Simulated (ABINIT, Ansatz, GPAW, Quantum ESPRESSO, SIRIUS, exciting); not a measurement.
# Hf: 6 runs at one level of theory

```
Hf
1.0
    -0.04347    2.20748    2.21336
     2.16276   -0.04267    2.21256
     2.17201    2.21592   -0.05192
Hf
1
Direct
  0.00193 0.98878 0.99658
```

This isn't the form of Hf at room conditions, which is hcp.

The given cell was strained at random by a few per cent at fixed volume.

Alike in all runs: task single point; functional PBEsol; k mesh 10 × 10 × 10; occupations fermi-dirac, width 0.05 eV; no spin polarisation; no spin-orbit coupling. Pressure is positive in compression and, in plane waves, holds the error of the finite cutoff.

```csv
program and potentials,plane-wave cutoff (eV),notes,band gap (eV),pressure (GPa),energy over the undisturbed cell (meV/atom)
"ABINIT, PseudoDojo NC SR PBEsol v0.4.1 standard",789,-,no gap,-1.21,8.52
"Quantum ESPRESSO, GBRV 1.5 PBEsol",612,-,no gap,-1.51,8.52
"GPAW, PAW data sets generated for this functional",600,-,no gap,-1.12,8.52
"Ansatz, all-electron LAPW, scalar-relativistic",-,-,no gap,-1.57,-
"exciting, all-electron LAPW+lo, shipped species files, valence relativity iora*",-,-,no gap,-,8.02
"SIRIUS, PseudoDojo 0.4.1 PBEsol standard (scalar relativistic)",807,-,?,?,?
```

Q: Estimate from the other rows what the run with SIRIUS, PseudoDojo 0.4.1 PBEsol standard (scalar relativistic) gave.

A: No band gap; pressure -1.21 GPa; energy over the undisturbed cell 8.53 meV/atom. The other rows, which needn't bracket it: pressure -1.57 to -1.12; energy over the undisturbed cell 8.02 to 8.52.
